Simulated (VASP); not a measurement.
# BN (P6_3/mmc) in VASP: notebook

The runs below take BN through relaxation of cell and atoms, vibrations by finite differences, with PBE+D3(BJ).

Everything below comes from runs of VASP 6.6.1. Logs are shortened: lines on timing, memory, paths and dates and some standing lists are left out, and cuts for length are marked.

### 1 The structure

Symmetry: P6_3/mmc, No. 194, hexagonal system. The conventional cell has a = 2.498 Å, b = 2.498 Å, c = 6.636 Å, α = 90.00°, β = 90.00°, γ = 120.00°. Around B (site symmetry -6m2) lie 3 N at 1.44 Å. N (site symmetry -6m2) has 3 B at 1.44 Å as nearest neighbours.

### 2 Relaxation of cell and atoms, PBE+D3(BJ)

File INCAR:

```
PREC = Accurate
ENCUT = 520
EDIFF = 1E-7
ISMEAR = 0
SIGMA = 0.02
LREAL = F
LASPH = T
NELM = 60
ALGO = Normal
ISIF = 3
LWAVE = F
LCHARG = F
GGA = PE
IVDW = 12
IBRION = 2
NSW = 80
EDIFFG = -0.002
KPAR = 4
```

File KPOINTS:

```
Automatic mesh
0
Gamma
  15 15 6
```

File POSCAR:

```
BN
1.0
    2.4982400000      0.0000000000      0.0000000000
   -1.2491200000      2.1635393000      0.0000000000
    0.0000000000      0.0000000000      6.6357000000
B N
2 2
Direct
    0.3333333300      0.6666666700      0.2500000000
    0.6666666700      0.3333333300      0.7500000000
    0.3333333300      0.6666666700      0.7500000000
    0.6666666700      0.3333333300      0.2500000000
```

Potentials or basis: VASP PAW PBE potentials, release 64 (B, N).

Run with:

```console
$ cat potpaw_PBE.64/B/POTCAR potpaw_PBE.64/N/POTCAR > POTCAR
$ mpirun -np 4 vasp_std > vasp.out
```

OUTCAR:

```text
PREC = Accurate
   ENCUT = 520
   EDIFF = 1E-7
   ISMEAR = 0
   LREAL = F
   LASPH = T
   NELM = 60
   ISIF = 3
   GGA = PE
   IVDW = 12
   IBRION = 2
   NSW = 80
   EDIFFG = -0.002
 IVDW          = 12

 ion  position               nearest neighbor table
   1  0.333  0.667  0.250-   4 1.44   4 1.44   4 1.44
   2  0.667  0.333  0.750-   3 1.44   3 1.44   3 1.44
   3  0.333  0.667  0.750-   2 1.44   2 1.44   2 1.44
   4  0.667  0.333  0.250-   1 1.44   1 1.44   1 1.44

  LATTYP: Found a hexagonal cell.
 ALAT       =     2.4982400000
 C/A-ratio  =     2.6561499296

  Lattice vectors:

 A1 = (   2.4982400000,   0.0000000000,   0.0000000000)
 A2 = (  -1.2491200000,   2.1635393000,   0.0000000000)
 A3 = (   0.0000000000,   0.0000000000,   6.6357000000)

Analysis of symmetry for initial positions (statically):
=====================================================================
 Subroutine PRICEL returns:
 Original cell was already a primitive cell.

 Routine SETGRP: Setting up the symmetry group for a
 hexagonal supercell.

 Subroutine GETGRP returns: Found 24 space group operations
 (whereof 12 operations were pure point group operations)
 out of a pool of 24 trial point group operations.

The static configuration has the point symmetry D_3d.
 The point group associated with its full space group is D_6h.

Analysis of symmetry for dynamics (positions and initial velocities):
=====================================================================
 Subroutine PRICEL returns:
 Original cell was already a primitive cell.

 Routine SETGRP: Setting up the symmetry group for a
 hexagonal supercell.

 Subroutine GETGRP returns: Found 24 space group operations
 (whereof 12 operations were pure point group operations)
 out of a pool of 24 trial point group operations.

The dynamic configuration has the point symmetry D_3d.
 The point group associated with its full space group is D_6h.

 Subroutine INISYM returns: Found 24 space group operations
 (whereof 12 operations are pure point group operations),
 and found     1 'primitive' translations

----------------------------------------------------------------------------------------

                                     Primitive cell

  volume of cell :      35.8662

  direct lattice vectors                    reciprocal lattice vectors
     2.498240000  0.000000000  0.000000000     0.400281798  0.231102805  0.000000000
    -1.249120000  2.163539300  0.000000000     0.000000000  0.462205609  0.000000000
     0.000000000  0.000000000  6.635700000     0.000000000  0.000000000  0.150700002

  length of vectors
     2.498240000  2.498239996  6.635700000     0.462205608  0.462205609  0.150700002

  position of ions in fractional coordinates (direct lattice)
     0.333333330  0.666666670  0.250000000
     0.666666670  0.333333330  0.750000000
     0.333333330  0.666666670  0.750000000
     0.666666670  0.333333330  0.250000000

  ion indices of the primitive-cell ions
   primitive index   ion index
                 1           1
                 2           2
                 3           3
                 4           4

----------------------------------------------------------------------------------------

 KPOINTS: Automatic mesh

Automatic generation of k-mesh.
 Grid dimensions read from file:
 generate k-points for:   15   15    6

 Generating k-lattice:

  Cartesian coordinates                     Fractional coordinates (reciprocal lattice)
     0.026685453  0.015406854  0.000000000     0.066666667 -0.000000000  0.000000000
     0.000000000  0.030813707  0.000000000     0.000000000  0.066666667  0.000000000
     0.000000000  0.000000000  0.025116667     0.000000000  0.000000000  0.166666667

  Length of vectors
     0.030813707  0.030813707  0.025116667

  Shift w.r.t. Gamma in fractional coordinates (k-lattice)
     0.000000000  0.000000000  0.000000000

 Subroutine IBZKPT returns following result:
 ===========================================

 Found    108 irreducible k-points:

 Following reciprocal coordinates:
            Coordinates               Weight
  0.000000  0.000000  0.000000      1.000000
  0.066667  0.000000  0.000000      6.000000
  0.133333 -0.000000  0.000000      6.000000
  0.200000 -0.000000  0.000000      6.000000
  0.266667 -0.000000  0.000000      6.000000
  0.333333  0.000000  0.000000      6.000000
[... 16 lines left out ...]
  0.333333  0.200000  0.000000     12.000000
  0.400000  0.200000  0.000000      6.000000
 [... further k-points ...]
   k-points           NKPTS =    108   k-points in BZ     NKDIM =    108   number of bands    NBANDS=     12
   number of dos      NEDOS =    301   number of ions     NIONS =      4
   total plane-waves  NPLWV =  20000
   dimension x,y,z NGX =    20 NGY =   20 NGZ =   50
   dimension x,y,z NGXF=    40 NGYF=   40 NGZF=  100
   ions per type =               2   2
   NGX,Y,Z   is equivalent  to a cutoff of  13.31, 13.31, 12.53 a.u.
   NGXF,Y,Z  is equivalent  to a cutoff of  26.62, 26.62, 25.05 a.u.
 SYSTEM =  unknown system
   PREC   = accura    normal or accurate (medium, high low for compatibility)
   ISTART =      0    job   : 0-new  1-cont  2-samecut
   ICHARG =      2    charge: 1-file 2-atom 10-const
   ISPIN  =      1    spin polarized calculation?
   LNONCOLLINEAR =      F non collinear calculations
   LSORBIT =      F    spin-orbit coupling
   LASPH  =      T    aspherical Exc in radial PAW
   ENCUT  =  520.0 eV  38.22 Ry    6.18 a.u.   4.65  4.65 12.34*2*pi/ulx,y,z
   NELM   =     60;   NELMIN=  2; NELMDL= -5     # of ELM steps
   EDIFF  = 0.1E-06   stopping-criterion for ELM
   LREAL  =      F    real-space projection
   EDIFFG = -.2E-02   stopping-criterion for IOM
   NSW    =     80    number of steps for IOM
   IBRION =      2    ionic relax: 0-MD 1-quasi-New 2-CG
   NFREE  =      1    steps in history (QN), initial steepest desc. (CG)
   ISIF   =      3    stress and relaxation
   ISYM   =      2    0-nonsym 1-usesym 2-fastsym
   POTIM  = 0.5000    time-step for ionic-motion
   TEBEG  =    0.0;   TEEND  =   0.0 temperature during run
   PSTRESS=    0.0 pullay stress
   NELECT =      16.0000    total number of electrons
   NUPDOWN=      -1.0000    fix difference up-down
   EMIN   =  10.00;   EMAX   =-10.00  energy-range for DOS
   EFERMI =   0.00;   METHOD = LEGACY
   ISMEAR =     0;   SIGMA  =   0.02  broadening in eV -4-tet -1-fermi 0-gaus
   EFERMI_NEDOS =   21; number of points for ismear=-14 and -15
   IALGO  =     38    algorithm
   IMIX   =      4    mixing-type and parameters
     AMIX     =   0.40;   BMIX     =  1.00
     AMIX_MAG =   1.60;   BMIX_MAG =  1.00
  volume/ion in A,a.u.               =       8.97        60.51
  Fermi-wavevector in a.u.,A,eV,Ry     =   1.250891  2.363842 21.289433  1.564729
  Thomas-Fermi vector in A             =   2.384864
   LORBIT       =      0    0 simple, 1 ext, 2 COOP (PROOUT), +10 PAW based schemes
   GGA     = PE    functional components
   LHFCALC =     F    Hartree Fock is set to
   AEXX    =    0.0000 exact exchange contribution
   IVDW    =    12    specifies the selected vdW correction
   LEPSILON=     F    determine dielectric tensor
   LRPA    =     F    only Hartree local field effects (RPA)
 conjugate gradient relaxation of ions
 non-spin polarized calculation
 Gauss-broadening in eV      SIGMA  =   0.02
  energy-cutoff  :      520.00
  volume of cell :       35.87
 maximum number of plane-waves:       985
 NGX is ok and might be reduce to    20
   NGX =  9   NGY =  9   NGZ = 25

--------------------------------------- Ionic step        1  -------------------------------------------

 number of electron      15.9999997 magnetization

 Free energy of the ion-electron system (eV)
  ---------------------------------------------------
  ext. energy  EPLUGINS =         0.00000000
  ---------------------------------------------------
  free energy    TOTEN  =       -35.14691838 eV

  energy without entropy =      -35.14691838  energy(sigma->0) =      -35.14691838

------------------------ aborting loop because EDIFF is reached ----------------------------------------

 Edisp (eV)   -0.56768

 E8    (eV) :    -0.1663

  FORCE on cell =-STRESS in cart. coord.  units (eV):
  Direction    XX          YY          ZZ          XY          YZ          ZX
  --------------------------------------------------------------------------------------
  -------------------------------------------------------------------------------------
  Total       0.84035     0.84035    -0.05581    -0.00000     0.00000     0.00000
  in kB      37.53925    37.53925    -2.49294    -0.00000     0.00000     0.00000
  external pressure =       24.20 kB  Pullay stress =        0.00 kB
[... 103 lines left out ...]
  FREE ENERGIE OF THE ION-ELECTRON SYSTEM (eV)
  ---------------------------------------------------
  free  energy   TOTEN  =       -35.7174834532 eV

  energy  without entropy=      -35.7174834532  energy(sigma->0) =      -35.71748345

[... ionic steps 4 to 8 ...]

--------------------------------------- Ionic step        9  -------------------------------------------

 number of electron      15.9999997 magnetization

------------------------ aborting loop because EDIFF is reached ----------------------------------------

 Edisp (eV)   -0.56908

 E8    (eV) :    -0.1668
[... 73 lines left out ...]
  energy  without entropy=      -35.7176477452  energy(sigma->0) =      -35.71764775

--------------------------------------- Ionic step       11  -------------------------------------------

 number of electron      15.9999997 magnetization

 Free energy of the ion-electron system (eV)
  ---------------------------------------------------
  ext. energy  EPLUGINS =         0.00000000
  ---------------------------------------------------
  free energy    TOTEN  =       -35.14863590 eV

  energy without entropy =      -35.14863590  energy(sigma->0) =      -35.14863590

 E-fermi :   2.5281     XC(G=0): -10.1179

 val. band max:        2.3609383798   @ k =   0.3333   0.2667   0.0000
 cond. band min:       6.6300426210   @ k =   0.4667   0.0667   0.0000
 fundamental gap:      4.2691042412
 Fermi energy:         2.5280643942

 k-point     1 :       0.0000    0.0000    0.0000
  band No.  band energies     occupation
      1     -15.4619      2.00000
      2     -15.1480      2.00000
      3      -3.9080      2.00000
      4      -1.6933      2.00000
      5       0.9909      2.00000
      6       0.9909      2.00000
      7       1.0316      2.00000
      8       1.0316      2.00000
      9       7.6395      0.00000
     10      12.7275      0.00000
     11      13.8422      0.00000
     12      13.8422      0.00000
[... 331 lines left out ...]
 k-point    24 :       0.4000    0.2000    0.0000
  band No.  band energies     occupation
      1     -11.9254      2.00000
      2     -11.8654      2.00000
      3      -6.1210      2.00000
      4      -6.0295      2.00000
      5      -3.6096      2.00000
      6      -3.5276      2.00000
      7       1.4772      2.00000
      8       2.2571      2.00000
      9       6.9045      0.00000
     10       7.7211      0.00000
     11      14.0651      0.00000
     12      14.3464      0.00000

 [... further k-points ...]

------------------------ aborting loop because EDIFF is reached ----------------------------------------

 Edisp (eV)   -0.56904

 E8    (eV) :    -0.1668

  FORCE on cell =-STRESS in cart. coord.  units (eV):
  Direction    XX          YY          ZZ          XY          YZ          ZX
  --------------------------------------------------------------------------------------
  -------------------------------------------------------------------------------------
  Total       0.00121     0.00121     0.00027     0.00000     0.00000     0.00000
  in kB       0.05427     0.05427     0.01195     0.00000     0.00000     0.00000
  external pressure =        0.04 kB  Pullay stress =        0.00 kB
[... 19 lines left out ...]
  FREE ENERGIE OF THE ION-ELECTRON SYSTEM (eV)
  ---------------------------------------------------
  free  energy   TOTEN  =       -35.7176726939 eV

  energy  without entropy=      -35.7176726939  energy(sigma->0) =      -35.71767269

 reached required accuracy - stopping structural energy minimisation
```

It took 34 s on 4 MPI ranks of Intel Xeon Platinum 8559C (Emerald Rapids), shared host; peak memory 0.18 GiB.

What came out:

```
Free energy                            : -35.7177 eV
Relaxed volume                         : 8.96 Å³/atom
Relaxed cell                           : a = 2.507 Å, b = 2.507 Å, c = 6.585 Å, α = 90.00°, β = 90.00°, γ = 120.00°
Space group after relaxing (to 0.05 Å) : P6_3/mmc (No. 194)
Energy gained by relaxing              : 0.8 meV/atom
Ionic steps                            : 11
Pressure after relaxing                : 0.0 GPa
Band gap on the k mesh                 : 4.27 eV, indirect (least direct gap 4.63 eV)
Dispersion energy per atom             : -0.142 eV
```

Step by step:
```tsv
step	energy change (eV)	largest force (eV/Å)	pressure (GPa)	volume (Å³)
1	0.0000	0.0000	2.42	35.87
2	0.0077	0.0000	-4.69	36.57
3	-0.0029	0.0000	-0.09	36.11
4	-0.0029	0.0000	-0.04	36.10
5	-0.0029	0.0000	-0.03	36.08
6	-0.0030	0.0000	-0.02	36.03
7	-0.0031	0.0000	0.01	35.92
8	-0.0030	0.0000	0.06	35.70
9	-0.0031	0.0000	0.03	35.84
10	-0.0031	0.0000	-0.23	35.86
11	-0.0031	0.0000	0.00	35.84
```

Final structure:
```
B N
1.0
     2.50682    0.00000    0.00000
    -1.25341    2.17097    0.00000
     0.00000    0.00000    6.58547
B N
2 2
Direct
  0.33333 0.66667 0.25000
  0.66667 0.33333 0.75000
  0.33333 0.66667 0.75000
  0.66667 0.33333 0.25000
```

Levels at points of the mesh, in eV from the valence-band top:
```csv
k point,band 4,band 5,band 6,band 7,band 8,band 9,band 10,band 11,band 12
"(0.00, 0.00, 0.00)",-4.05,-1.37,-1.37,-1.33,-1.33,5.28,10.37,11.48,11.48
"(0.00, 0.00, 0.50)",-5.29,-1.35,-1.35,-1.35,-1.35,7.69,7.69,11.55,11.55
```

Caveat: an odd mesh through Γ misses points on the zone boundary, where band edges often lie.

### 3 Relaxation of cell and atoms, PBE+D3(BJ)

INCAR is that of step 2.

KPOINTS is that of step 2.

File POSCAR:

```
BN                                      
1.0
    2.5068152415      0.0000000000      0.0000000000
   -1.2534076208      2.1709656770      0.0000000000
    0.0000000000      0.0000000000      6.5854715462
  B               N             
     2     2
Direct
     0.3333333300000021    0.6666666699999979    0.2500000000000000
     0.6666666699999979    0.3333333300000021    0.7500000000000000
     0.3333333300000021    0.6666666699999979    0.7500000000000000
     0.6666666699999979    0.3333333300000021    0.2500000000000000
```

Potentials or basis: VASP PAW PBE potentials, release 64 (B, N).

Run with:

```console
$ cat potpaw_PBE.64/B/POTCAR potpaw_PBE.64/N/POTCAR > POTCAR
$ mpirun -np 4 vasp_std > vasp.out
```

Wall time 8 s (4 MPI ranks of Intel Xeon Platinum 8559C (Emerald Rapids), shared host); peak memory 0.18 GiB.

It converged, with:

| Property | Result |
| --- | --- |
| Free energy | -35.7176 eV |
| Pressure after relaxing | 0.0 GPa |
| Band gap on the k mesh | 4.27 eV, indirect (least direct gap 4.63 eV) |
| Dispersion energy per atom | -0.142 eV |

Final structure:
```
CELL_PARAMETERS angstrom
2.50682 0.00000 0.00000
-1.25341 2.17097 0.00000
0.00000 0.00000 6.58547
ATOMIC_POSITIONS crystal
B 0.33333 0.66667 0.25000
B 0.66667 0.33333 0.75000
N 0.33333 0.66667 0.75000
N 0.66667 0.33333 0.25000
```

Levels at points of the mesh, in eV from the valence-band top:
| k point | band 4 | band 5 | band 6 | band 7 | band 8 | band 9 | band 10 | band 11 | band 12 |
| --- | --- | --- | --- | --- | --- | --- | --- | --- | --- |
| (0.00, 0.00, 0.00) | -4.05 | -1.37 | -1.37 | -1.33 | -1.33 | 5.28 | 10.37 | 11.48 | 11.48 |
| (0.00, 0.00, 0.50) | -5.29 | -1.35 | -1.35 | -1.35 | -1.35 | 7.69 | 7.69 | 11.55 | 11.55 |

Caveat: the relaxation stopped at its first step, so nothing moved; an odd mesh through Γ misses points on the zone boundary, where band edges often lie.

### 4 Vibrations by finite differences, PBE+D3(BJ)

File INCAR:

```
SYSTEM = BN
ALGO = Normal
EDIFF = 1E-8
ENCUT = 520
GGA = PE
IBRION = 6
ISIF = 2
ISMEAR = 0
IVDW = 12
KPAR = 4
LASPH = .True.
LCHARG = .False.
LREAL = .False.
LWAVE = .False.
NBANDS = 16
NELM = 60
NFREE = 2
NSW = 1
POTIM = 0.015
PREC = Accurate
SIGMA = 0.02
```

File KPOINTS:

```
k-points
0
Gamma
  15 15 6
  0 0 0
```

POSCAR is that of step 3.

Run with:

```console
$ cat potpaw_PBE.64/B/POTCAR potpaw_PBE.64/N/POTCAR > POTCAR
$ mpirun -np 4 vasp_std > vasp.out
```

Wall time 98 s (4 MPI ranks of Intel Xeon Platinum 8559C (Emerald Rapids), shared host); peak memory 0.45 GiB.

Results (log left out):

```yaml
Highest_phonon_frequency_at_Γ_LO-TO_splitting_left_out: 1351 cm⁻¹
Dispersion_energy_per_atom: -0.142 eV
```

Phonon frequencies in cm⁻¹ (negative: imaginary):
```
              q point                                  frequencies
(0.000, 0.000, 0.000)  0 0 0 47 47 122 743 796 1351 1351 1351 1351
```
